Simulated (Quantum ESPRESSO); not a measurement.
# SnO2 (Pa-3) in Quantum ESPRESSO: notebook, part 2 of 2

Quantum ESPRESSO 7.5. The steps go on from the part before.

**10. Band structure, PBEsol**

pw.in

```
&CONTROL
  calculation = 'scf'
  prefix = 'pwscf'
  outdir = './tmp'
  pseudo_dir = './pseudo'
  tprnfor = .true.
  tstress = .true.
  disk_io = 'low'
/
&SYSTEM
  ibrav = 0
  nat = 12
  ntyp = 2
  ecutwfc = 68
  ecutrho = 544
  nbnd = 67
  occupations = 'smearing'
  smearing = 'fd'
  degauss = 0.00367493
/
&ELECTRONS
  conv_thr = 2.4d-09
  electron_maxstep = 120
  mixing_beta = 0.5
/
ATOMIC_SPECIES
Sn   118.7100 sn_pbesol_v1.4.uspp.F.UPF
O     15.9990 o_pbesol_v1.2.uspp.F.UPF
CELL_PARAMETERS angstrom
   5.1752560000    0.0000000000    0.0000000000
   0.0000000000    5.1752560000    0.0000000000
   0.0000000000    0.0000000000    5.1752560000
ATOMIC_POSITIONS crystal
Sn     0.0000000000    0.0000000000    0.0000000000
Sn     0.5000000000    0.0000000000    0.5000000000
Sn     0.5000000000    0.5000000000    0.0000000000
Sn     0.0000000000    0.5000000000    0.5000000000
O      0.6610980000    0.8389020000    0.1610980000
O      0.8389020000    0.1610980000    0.6610980000
O      0.1610980000    0.6610980000    0.8389020000
O      0.3389020000    0.3389020000    0.3389020000
O      0.6610980000    0.6610980000    0.6610980000
O      0.8389020000    0.3389020000    0.1610980000
O      0.1610980000    0.8389020000    0.3389020000
O      0.3389020000    0.1610980000    0.8389020000
K_POINTS automatic
5 5 5 0 0 0
```

bands.in

```
&CONTROL
  calculation = 'bands'
  prefix = 'pwscf'
  outdir = './tmp'
  pseudo_dir = './pseudo'
  disk_io = 'low'
  verbosity = 'high'
/
&SYSTEM
  ibrav = 0
  nat = 12
  ntyp = 2
  ecutwfc = 68
  ecutrho = 544
  nbnd = 67
  occupations = 'smearing'
  smearing = 'fd'
  degauss = 0.00367493
/
&ELECTRONS
  conv_thr = 1d-08
  electron_maxstep = 120
  mixing_beta = 0.5
  diago_full_acc = .true.
  startingwfc = 'random'
/
ATOMIC_SPECIES
Sn   118.7100 sn_pbesol_v1.4.uspp.F.UPF
O     15.9990 o_pbesol_v1.2.uspp.F.UPF
CELL_PARAMETERS angstrom
   5.1752560000    0.0000000000    0.0000000000
   0.0000000000    5.1752560000    0.0000000000
   0.0000000000    0.0000000000    5.1752560000
ATOMIC_POSITIONS crystal
Sn     0.0000000000    0.0000000000    0.0000000000
Sn     0.5000000000    0.0000000000    0.5000000000
Sn     0.5000000000    0.5000000000    0.0000000000
Sn     0.0000000000    0.5000000000    0.5000000000
O      0.6610980000    0.8389020000    0.1610980000
O      0.8389020000    0.1610980000    0.6610980000
O      0.1610980000    0.6610980000    0.8389020000
O      0.3389020000    0.3389020000    0.3389020000
O      0.6610980000    0.6610980000    0.6610980000
O      0.8389020000    0.3389020000    0.1610980000
O      0.1610980000    0.8389020000    0.3389020000
O      0.3389020000    0.1610980000    0.8389020000
K_POINTS crystal
60
 0.0000000000  0.0000000000  0.0000000000 1
 0.0000000000  0.0714285714  0.0000000000 1
 0.0000000000  0.1428571429  0.0000000000 1
 0.0000000000  0.2142857143  0.0000000000 1
 0.0000000000  0.2857142857  0.0000000000 1
 0.0000000000  0.3571428571  0.0000000000 1
 0.0000000000  0.4285714286  0.0000000000 1
 0.0000000000  0.5000000000  0.0000000000 1
 0.0714285714  0.5000000000  0.0000000000 1
 0.1428571429  0.5000000000  0.0000000000 1
 0.2142857143  0.5000000000  0.0000000000 1
 0.2857142857  0.5000000000  0.0000000000 1
 0.3571428571  0.5000000000  0.0000000000 1
 0.4285714286  0.5000000000  0.0000000000 1
 0.5000000000  0.5000000000  0.0000000000 1
 0.4545454545  0.4545454545  0.0000000000 1
 0.4090909091  0.4090909091  0.0000000000 1
 0.3636363636  0.3636363636  0.0000000000 1
 0.3181818182  0.3181818182  0.0000000000 1
 0.2727272727  0.2727272727  0.0000000000 1
 0.2272727273  0.2272727273  0.0000000000 1
 0.1818181818  0.1818181818  0.0000000000 1
 0.1363636364  0.1363636364  0.0000000000 1
 0.0909090909  0.0909090909  0.0000000000 1
 0.0454545455  0.0454545455  0.0000000000 1
 0.0000000000  0.0000000000  0.0000000000 1
 0.0357142857  0.0357142857  0.0357142857 1
 0.0714285714  0.0714285714  0.0714285714 1
 0.1071428571  0.1071428571  0.1071428571 1
 0.1428571429  0.1428571429  0.1428571429 1
 0.1785714286  0.1785714286  0.1785714286 1
 0.2142857143  0.2142857143  0.2142857143 1
 0.2500000000  0.2500000000  0.2500000000 1
 0.2857142857  0.2857142857  0.2857142857 1
 0.3214285714  0.3214285714  0.3214285714 1
 0.3571428571  0.3571428571  0.3571428571 1
 0.3928571429  0.3928571429  0.3928571429 1
 0.4285714286  0.4285714286  0.4285714286 1
 0.4642857143  0.4642857143  0.4642857143 1
 0.5000000000  0.5000000000  0.5000000000 1
 0.4545454545  0.5000000000  0.4545454545 1
 0.4090909091  0.5000000000  0.4090909091 1
 0.3636363636  0.5000000000  0.3636363636 1
 0.3181818182  0.5000000000  0.3181818182 1
 0.2727272727  0.5000000000  0.2727272727 1
 0.2272727273  0.5000000000  0.2272727273 1
 0.1818181818  0.5000000000  0.1818181818 1
 0.1363636364  0.5000000000  0.1363636364 1
 0.0909090909  0.5000000000  0.0909090909 1
 0.0454545455  0.5000000000  0.0454545455 1
 0.0000000000  0.5000000000  0.0000000000 1
 0.5000000000  0.5000000000  0.0000000000 1
 0.5000000000  0.5000000000  0.0625000000 1
 0.5000000000  0.5000000000  0.1250000000 1
 0.5000000000  0.5000000000  0.1875000000 1
 0.5000000000  0.5000000000  0.2500000000 1
 0.5000000000  0.5000000000  0.3125000000 1
 0.5000000000  0.5000000000  0.3750000000 1
 0.5000000000  0.5000000000  0.4375000000 1
 0.5000000000  0.5000000000  0.5000000000 1
```

Potentials or basis: GBRV 1.5 PBEsol.

Run with:

```bash
OMP_NUM_THREADS=1 mpirun -n 2 pw.x -nk 2 -in pw.in > pw.out
OMP_NUM_THREADS=1 mpirun -n 2 pw.x -nk 2 -in bands.in > bands.out
```

pw.out:

```text
This program is part of the open-source Quantum ESPRESSO suite
     for quantum simulation of materials; please cite
         "P. Giannozzi et al., J. Phys.:Condens. Matter 21 395502 (2009);
         "P. Giannozzi et al., J. Phys.:Condens. Matter 29 465901 (2017);
         "P. Giannozzi et al., J. Chem. Phys. 152 154105 (2020);
     in publications or presentations arising from this work. More details at

     Message from routine setup:
     using ibrav=0 with symmetry is DISCOURAGED, use correct ibrav instead

     K-points division:     npool     =       2
     Subspace diagonalization in iterative solution of the eigenvalue problem:
     a serial algorithm will be used

     G-vector sticks info
     --------------------
     sticks:   dense  smooth     PW     G-vecs:    dense   smooth      PW
     Sum        4149    2077    577               200477    70751   10395

     Using Slab Decomposition

     bravais-lattice index     =            0
     lattice parameter (alat)  =       9.7798  a.u.
     unit-cell volume          =     935.3887 (a.u.)^3
     number of atoms/cell      =           12
     number of atomic types    =            2
     number of electrons       =       104.00
     number of Kohn-Sham states=           67
     kinetic-energy cutoff     =      68.0000  Ry
     charge density cutoff     =     544.0000  Ry
     scf convergence threshold =      2.4E-09
     mixing beta               =       0.5000
     number of iterations used =            8  plain     mixing
     Exchange-correlation= SLA  PW   PSX  PSC
                           (   1   4  10   8   0   0   0)

     celldm(1)=   9.779816  celldm(2)=   0.000000  celldm(3)=   0.000000
     celldm(4)=   0.000000  celldm(5)=   0.000000  celldm(6)=   0.000000

     crystal axes: (cart. coord. in units of alat)
               a(1) = (   1.000000   0.000000   0.000000 )
               a(2) = (   0.000000   1.000000   0.000000 )
               a(3) = (   0.000000   0.000000   1.000000 )

     reciprocal axes: (cart. coord. in units 2 pi/alat)
               b(1) = (  1.000000  0.000000  0.000000 )
               b(2) = (  0.000000  1.000000  0.000000 )
               b(3) = (  0.000000  0.000000  1.000000 )

[... 62 lines left out ...]

     Dense  grid:   200477 G-vectors     FFT dimensions: (  80,  80,  80)

     Smooth grid:    70751 G-vectors     FFT dimensions: (  54,  54,  54)

     Check: negative core charge=   -0.000002

     Initial potential from superposition of free atoms

     starting charge      99.9998, renormalised to     104.0000
     Starting wfcs are   68 randomized atomic wfcs

     Self-consistent Calculation

     iteration #  1     ecut=    68.00 Ry     beta= 0.50
     Davidson diagonalization with overlap
     ethr =  1.00E-02,  avg # of iterations =  3.0

     total energy              =    -892.79153713 Ry
     estimated scf accuracy    <       3.27795655 Ry
[... 57 lines left out ...]
     iteration # 10     ecut=    68.00 Ry     beta= 0.50
     Davidson diagonalization with overlap
     ethr =  3.30E-11,  avg # of iterations =  2.6

     End of self-consistent calculation

          k = 0.0000 0.0000 0.0000 (  8829 PWs)   bands (ev):

   -10.8086 -10.8086 -10.8086 -10.1379 -10.1379 -10.1379 -10.0853 -10.0853
   -10.0392 -10.0256 -10.0256 -10.0256  -9.9619  -9.9619  -9.9619  -9.8953
    -9.8953  -9.8953  -9.8909  -9.8909  -8.6511  -7.0076  -7.0076  -7.0076
    -6.0180  -5.2955  -5.2955  -5.2955   2.8526   2.8526   2.8526   4.8078
     4.8078   4.8078   5.1839   5.1839   7.4365   7.4365   7.4365   7.8714
     7.8714   7.8714   8.2286   8.8895   8.8895   8.8895   9.2105   9.2105
     9.6447   9.8913   9.8913   9.8913  10.4553  15.6037  15.6037  15.6037
    17.1789  17.1789  17.1789  18.3511  18.3511  18.3511  18.5643  21.1845
    21.1845  22.4743  22.4747
[... 111 lines left out ...]
   -10.6736 -10.6409 -10.5292 -10.3891 -10.3621 -10.3129 -10.1076 -10.0963
   -10.0511 -10.0506 -10.0227 -10.0198  -9.9673  -9.9650  -9.9566  -9.9346
    -9.9231  -9.9213  -9.9090  -9.9062  -8.0780  -7.5757  -6.6078  -6.3547
    -6.1532  -5.9826  -5.4523  -5.4270   2.5446   2.7007   3.7576   4.5779
     5.5143   5.5980   5.8991   5.9119   6.1130   6.6368   6.8501   7.2840
     8.1181   8.2515   8.2670   8.4797   8.5112   8.9609   9.0326   9.0973
     9.4161   9.6699   9.7992   9.8170  13.1741  14.1586  14.6418  14.8143
    17.5217  17.7465  18.0561  18.2956  18.8351  19.0285  19.6129  20.3098
    21.0759  21.3740  21.6682

     the Fermi energy is    10.2984 ev

!    total energy              =    -893.77448588 Ry
     estimated scf accuracy    <          2.3E-09 Ry
     smearing contrib. (-TS)   =      -0.00003196 Ry
     internal energy E=F+TS    =    -893.77445393 Ry

     The total energy is F=E-TS. E is the sum of the following terms:
     one-electron contribution =    -210.12071227 Ry
     hartree contribution      =     188.67977187 Ry
     xc contribution           =    -228.60134051 Ry
     ewald contribution        =    -643.73217302 Ry

     convergence has been achieved in  10 iterations

     Forces acting on atoms (cartesian axes, Ry/au):

     atom    1 type  1   force =     0.00000000   -0.00000000   -0.00000000
     atom    2 type  1   force =     0.00000000    0.00000000    0.00000000
     atom    3 type  1   force =     0.00000000    0.00000000    0.00000000
     atom    4 type  1   force =    -0.00000000    0.00000000    0.00000000
     atom    5 type  2   force =     0.00044203   -0.00044203    0.00044203
     atom    6 type  2   force =    -0.00044203    0.00044203    0.00044203
     atom    7 type  2   force =     0.00044203    0.00044203   -0.00044203
     atom    8 type  2   force =    -0.00044203   -0.00044203   -0.00044203
     atom    9 type  2   force =     0.00044203    0.00044203    0.00044203
     atom   10 type  2   force =    -0.00044203   -0.00044203    0.00044203
     atom   11 type  2   force =     0.00044203   -0.00044203   -0.00044203
     atom   12 type  2   force =    -0.00044203    0.00044203   -0.00044203

     Total force =     0.002166     Total SCF correction =     0.000012

     Computing stress (Cartesian axis) and pressure

          total   stress  (Ry/bohr**3)                   (kbar)     P=      -69.58
  -0.00047296   0.00000000   0.00000000          -69.58        0.00        0.00
   0.00000000  -0.00047296   0.00000000            0.00      -69.58        0.00
   0.00000000   0.00000000  -0.00047296            0.00        0.00      -69.58

=------------------------------------------------------------------------------=
   JOB DONE.
=------------------------------------------------------------------------------=
```

It took 12 min on 2 MPI ranks of Arm Neoverse V1, shared host; peak memory 1 GiB.

Results:

```
Free energy             : -12160.4214 eV
Pressure                : -7.0 GPa
Largest force           : 0.020 eV/Å
Band gap on the k mesh  : 0.51 eV, indirect (least direct gap 0.56 eV)
Band gap along the path : 0.50 eV, indirect (least direct gap 0.56 eV)
```

Forces on the atoms (eV/Å):
```
Sn   0.000  0.000  0.000
Sn   0.000  0.000  0.000
Sn   0.000  0.000  0.000
Sn   0.000  0.000  0.000
O    0.011 -0.011  0.011
O   -0.011  0.011  0.011
O    0.011  0.011 -0.011
O   -0.011 -0.011 -0.011
O    0.011  0.011  0.011
O   -0.011 -0.011  0.011
O    0.011 -0.011 -0.011
O   -0.011  0.011 -0.011
```

Levels at the corners of the path, in eV from the valence-band top:
| point | band 50 | band 51 | band 52 | band 53 | band 54 | band 55 |
| --- | --- | --- | --- | --- | --- | --- |
| Γ | -0.06 | -0.06 | -0.06 | 0.50 | 5.65 | 5.65 |
| X | -0.45 | 0.00 | 0.00 | 3.57 | 3.57 | 4.76 |
| M | -0.31 | -0.31 | -0.31 | 4.43 | 4.43 | 4.43 |
| Γ | -0.06 | -0.06 | -0.06 | 0.50 | 5.65 | 5.65 |
| R | -0.63 | -0.63 | -0.63 | 4.91 | 4.91 | 4.91 |
| X | -0.45 | 0.00 | 0.00 | 3.57 | 3.57 | 4.76 |
| M | -0.31 | -0.31 | -0.31 | 4.43 | 4.43 | 4.43 |
| R | -0.63 | -0.63 | -0.63 | 4.91 | 4.91 | 4.91 |

Caveat: some levels on the path didn't converge; spin-orbit coupling is left out, which moves the levels of the heavy elements. PBEsol gaps usually lie below the measured ones, often by a third to a half.
